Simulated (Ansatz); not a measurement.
# Re in Ru(0001), 2x2: scattering by a point defect, part 3 of 3

Wanted: the reflection from a plane of defects, Re in Ru(0001), 2x2, and the resistivity it implies.

Ansatz 0.2.0; Ansatz plane-wave DFT, PBE, PAW files; ballistic transport by layer matching (Landauer), zero bias; PAW set soft_1 (the session's first sound run).

So far, resistivity per at.% scaled from this dense plane, with the factor 3/4 for isotropic scattering (µΩ cm): step 3 (resistance at ideal sites) 1.02.

## Step 5: Transmission after relaxation, relaxed yes

The transmission is solved again on the relaxed atoms.

This step: Ansatz plane-wave DFT, PBE, PAW files; ballistic transport by layer matching (Landauer), zero bias; PAW set soft_1 (Ansatz 0.2.0).

File input.yaml:

```yaml
crystal:
  lattice:
    - [5.4116, 0.0, 0.0]
    - [-2.7058, 4.6865830751, 0.0]
    - [0.0, 0.0, 34.2552]
  atoms:
    - { symbol: Ru, position: [0.1666666667, 0.3333333333, 0.03125] }
    - { symbol: Ru, position: [0.1666666667, 0.8333333333, 0.03125] }
    - { symbol: Ru, position: [0.6666666667, 0.3333333333, 0.03125] }
    - { symbol: Ru, position: [0.6666666667, 0.8333333333, 0.03125] }
    - { symbol: Ru, position: [0.3333333333, 0.1666666667, 0.09375] }
    - { symbol: Ru, position: [0.3333333333, 0.6666666667, 0.09375] }
    - { symbol: Ru, position: [0.8333333333, 0.1666666667, 0.09375] }
    - { symbol: Ru, position: [0.8333333333, 0.6666666667, 0.09375] }
    - { symbol: Ru, position: [0.1666666667, 0.3333333333, 0.15625] }
    - { symbol: Ru, position: [0.1666666667, 0.8333333333, 0.15625] }
    - { symbol: Ru, position: [0.6666666667, 0.3333333333, 0.15625] }
    - { symbol: Ru, position: [0.6666666667, 0.8333333333, 0.15625] }
    - { symbol: Ru, position: [0.3333333333, 0.1666666667, 0.21875] }
    - { symbol: Ru, position: [0.3333333333, 0.6666666667, 0.21875] }
    - { symbol: Ru, position: [0.8333333333, 0.1666666667, 0.21875] }
    - { symbol: Ru, position: [0.8333333333, 0.6666666667, 0.21875] }
    - { symbol: Ru, position: [0.1666666667, 0.3333333333, 0.28125] }
    - { symbol: Ru, position: [0.1666666667, 0.8333333333, 0.28125] }
    - { symbol: Ru, position: [0.6666666667, 0.3333333333, 0.28125] }
    - { symbol: Ru, position: [0.6666666667, 0.8333333333, 0.28125] }
    - { symbol: Ru, position: [0.333199977, 0.166800023, 0.3436222254] }
    - { symbol: Ru, position: [0.333199977, 0.6663999541, 0.3436222254] }
    - { symbol: Ru, position: [0.8336000459, 0.166800023, 0.3436222254] }
    - { symbol: Ru, position: [0.8333333333, 0.6666666667, 0.343555035] }
    - { symbol: Ru, position: [0.1666666667, 0.3333333333, 0.4062614995] }
    - { symbol: Ru, position: [0.1657321764, 0.8328660882, 0.4058776541] }
    - { symbol: Ru, position: [0.6671339118, 0.3342678236, 0.4058776541] }
    - { symbol: Ru, position: [0.6671339118, 0.8328660882, 0.4058776541] }
    - { symbol: Ru, position: [0.3338584233, 0.1661415767, 0.468640468] }
    - { symbol: Ru, position: [0.3338584233, 0.6677168465, 0.468640468] }
    - { symbol: Ru, position: [0.8322831535, 0.1661415767, 0.468640468] }
    - { symbol: Ru, position: [0.8333333333, 0.6666666667, 0.4683362209] }
    - { symbol: Re, position: [0.1666666667, 0.3333333333, 0.5311905955] }
    - { symbol: Ru, position: [0.1642238143, 0.8321119072, 0.5311931171] }
    - { symbol: Ru, position: [0.6678880928, 0.3357761857, 0.5311931171] }
    - { symbol: Ru, position: [0.6678880928, 0.8321119072, 0.5311931171] }
    - { symbol: Ru, position: [0.3338499466, 0.1661500534, 0.5937511546] }
    - { symbol: Ru, position: [0.3338499466, 0.6676998933, 0.5937511546] }
    - { symbol: Ru, position: [0.8323001067, 0.1661500534, 0.5937511546] }
    - { symbol: Ru, position: [0.8333333333, 0.6666666667, 0.5940531509] }
    - { symbol: Ru, position: [0.1666666667, 0.3333333333, 0.6561504525] }
    - { symbol: Ru, position: [0.165771261, 0.8328856305, 0.6565083614] }
    - { symbol: Ru, position: [0.6671143695, 0.334228739, 0.6565083614] }
    - { symbol: Ru, position: [0.6671143695, 0.8328856305, 0.6565083614] }
    - { symbol: Ru, position: [0.3333333333, 0.1666666667, 0.71875] }
    - { symbol: Ru, position: [0.3333333333, 0.6666666667, 0.71875] }
    - { symbol: Ru, position: [0.8333333333, 0.1666666667, 0.71875] }
    - { symbol: Ru, position: [0.8333333333, 0.6666666667, 0.71875] }
    - { symbol: Ru, position: [0.1666666667, 0.3333333333, 0.78125] }
    - { symbol: Ru, position: [0.1666666667, 0.8333333333, 0.78125] }
    - { symbol: Ru, position: [0.6666666667, 0.3333333333, 0.78125] }
    - { symbol: Ru, position: [0.6666666667, 0.8333333333, 0.78125] }
    - { symbol: Ru, position: [0.3333333333, 0.1666666667, 0.84375] }
    - { symbol: Ru, position: [0.3333333333, 0.6666666667, 0.84375] }
    - { symbol: Ru, position: [0.8333333333, 0.1666666667, 0.84375] }
    - { symbol: Ru, position: [0.8333333333, 0.6666666667, 0.84375] }
    - { symbol: Ru, position: [0.1666666667, 0.3333333333, 0.90625] }
    - { symbol: Ru, position: [0.1666666667, 0.8333333333, 0.90625] }
    - { symbol: Ru, position: [0.6666666667, 0.3333333333, 0.90625] }
    - { symbol: Ru, position: [0.6666666667, 0.8333333333, 0.90625] }
    - { symbol: Ru, position: [0.3333333333, 0.1666666667, 0.96875] }
    - { symbol: Ru, position: [0.3333333333, 0.6666666667, 0.96875] }
    - { symbol: Ru, position: [0.8333333333, 0.1666666667, 0.96875] }
    - { symbol: Ru, position: [0.8333333333, 0.6666666667, 0.96875] }
kpoints:
  mp_grid: { grid: [5, 5, 1] }
hamiltonian:
  xc: pbe
  pseudopotentials: { kind: paw, azcp: { folder: soft_1 } }
scf:
  occupations: { method: fermi_dirac, width: 0.1 }
output:
  transmission:
    leads: [[0, 8]]
    kmesh: [10, 10]
    e_range: [-0.05, 0.05]
    de: 0.05
  write_potential: true
  write_density: true
  volumetric_format: npy
```

On the command line:

```bash
$ ansatz run input.yaml --threads 4 --pin off --max-ram 15360MiB --backend cpu --events-out ev --progress --plain --runs-dir out
```

Numbers of over 12 decimals in the logs are rounded to 6 here.

Output:

```text
[...]
Crystal: 64 atoms, lattice volume = 868.777 Å³
Basis set: ecut = 420 eV, 16909 PW (Γ)
Bands: 614, of which v1, the nominal top of the filled ones, is band 512 counted from 1 (511 counted from 0)
Symmetry: 6 space group operations
[...]
k-points: 5 of 25 (time reversal used)
[...]
SCF iter   1: F=—  HF=-381275.363470 eV  |F-HF|=—  |Δ(HF+E_count)|=         —  Δρ=1.30e-1  dr2=5.74e2  ethr=3.10e-3  ⟨swp⟩=5.0  Hψ=9954  notcnv=0
[...]
SCF iter  10: F=-381230.100359 eV  HF=-381230.100359 eV  |F-HF|=4.19e-8  |Δ(HF+E_count)|=   2.15e-8  Δρ=6.70e-7  dr2=4.36e-8  ethr=9.78e-12  ⟨swp⟩=7.2  Hψ=7167  notcnv=0
SCF 1 converged in 10 iterations: F = -381230.100359 eV  dr2 = 4.36e-8
[...]
transmission: 89 of 882 steps passed
transmission: 179 of 882 steps passed
[...]
transmission: 882 of 882 steps passed
SCF converged after 10 iterations
Free energy (F): -381230.100359 eV
[...]
Internal energy: -381228.057174 eV  (E = F + TS)
E sigma→0 (E₀):  -381229.078767 eV
Entropy (-TS):   -2.043185 eV (-31.925 meV/atom)
Fermi energy:    23.417506 eV
[...]
--- Band table (eV; the first three rows and the last of 5) ---
  k-point 0: bands = [... 508 lower, 24.1682, 24.1727, 24.1727, 24.1855, 24.2243, 24.2243, 24.3367, 24.3367, ... 98 higher]
  k-point 1: bands = [... 508 lower, 23.5545, 23.8896, 23.9028, 23.9412, 23.9464, 23.9595, 23.9644, 23.9925, ... 98 higher]
  k-point 2: bands = [... 508 lower, 23.1055, 23.1594, 23.2030, 23.2278, 23.2817, 23.2937, 23.4490, 23.4649, ... 98 higher]
  k-point 4: bands = [... 508 lower, 23.0365, 23.0692, 23.0733, 23.0809, 23.1234, 23.3939, 23.3965, 23.4100, ... 98 higher]
--- Transmission ---
  basis      : 223 plane waves across, 63 finite elements along
  points     : 14, standing for a mesh of 10 x 10
[...]
channels       : 5.280000e0 a spin
[...]
junction   : crystal 0 to crystal 0, -0.70 to 29.28 Å
    transmission   : 4.959689e0 a spin
[...]
```

Wall time 4.5 min (4 threads of Intel Xeon Platinum 8259CL at 2.50GHz (Skylake/Cascade Lake), shared host); peak memory 8.2 GiB; 17 min of CPU time.

Numbers from this step:

| Item | Value |
| --- | --- |
| free energy | -381230.1004 eV |
| energy at zero smearing | -381229.0788 eV |
| transmission per spin nearest the Fermi level | 4.960 |
| open channels per spin nearest the Fermi level | 5.28 |
| step of the lead's potential | 3.6 meV |

Per spin. Table of transmission, zone mean by energy, zero at the Fermi level:

```csv
energy (eV),"transmission, zone mean"
-0.0500,4.87
0.0000,4.96
0.0500,5.34
```

Transmission over k1 and k2. At 0.0000 eV from the Fermi level.

Ten even steps from '_' (2.0) to '@' (11.6):
```
..--::::::--..______
__::::::::::::______
__::::==**==::::____
..::::**@@@@**::::..
----::==@@@@@@==::--
....::::**@@@@**::::
______::::==**==::::
________::::::::::::
..______..--::::::--
--..____..--..____..
```
Columns: k1 (b1) from -0.5 to 0.4; rows upwards: k2 (b2) from -0.5 to 0.4.

Over the solved energies the transmission per spin lies between 4.87 and 5.34, out of 5.5 channels of the lead on average (up to 6.06).

## Step 6: Resistance after relaxation

This step: Ansatz plane-wave DFT, PBE, PAW files; ballistic transport by layer matching (Landauer), zero bias; area resistance of the defect plane and resistivity an atomic per cent; PAW set soft_1 (Ansatz 0.2.0).

This step gave:

```
area resistance                                                                                 : 0.05244 fΩ m²
T over the leads' mean channel count                                                            : 0.9190
resistivity per at.% scaled from this dense plane, with the factor 3/4 for isotropic scattering : 0.7348 µΩ cm
```

Averaged over the energies near the Fermi level, 91.9 % of the channels pass, which makes 0.0524 fΩ m², against 0.0726 on ideal sites.

## Step 7: Results

| Property | Result |
| --- | --- |
| share of channels that pass, rigid | 0.884 |
| area resistance, rigid | 0.0726 fΩ m² |
| resistivity per at.% from the area resistance, times 3/4, rigid | 1.02 µΩ cm |
| share of channels that pass, relaxed | 0.919 |
| area resistance, relaxed | 0.0524 fΩ m² |
| resistivity per at.% from the area resistance, times 3/4, relaxed | 0.735 µΩ cm |

The plane of defects adds 0.052 fΩ m². Scaled to one atomic per cent that is 0.98 µΩ cm as it stands and 0.73 with the factor 3/4 for isotropic scattering on a spherical Fermi surface. These are rough estimates of the dilute value, not bounds. One Re in each 2x2 cell reflects 8.1 % of the lead's channels. The relaxed cell differs by -28 % in resistance; between the two runs the lead's own channel count goes from 5.92 to 5.5, so sampling may have a part in it. The defects form a dense periodic sheet that scatters coherently, unlike a dilute random alloy. T and N are means over the solved energies nearest the Fermi level. Spin-orbit coupling is left out, which matters for Re.

[Logs are printed without paths, hosts, clocks, repeated set-up lines and the standing remarks that a program may print on its own settings, such as how far it seeks lower states.]

[Hosts, paths, dates, database ids (printed as entryN), source tags and the programs' standing remarks are cut or masked in the printed files.]
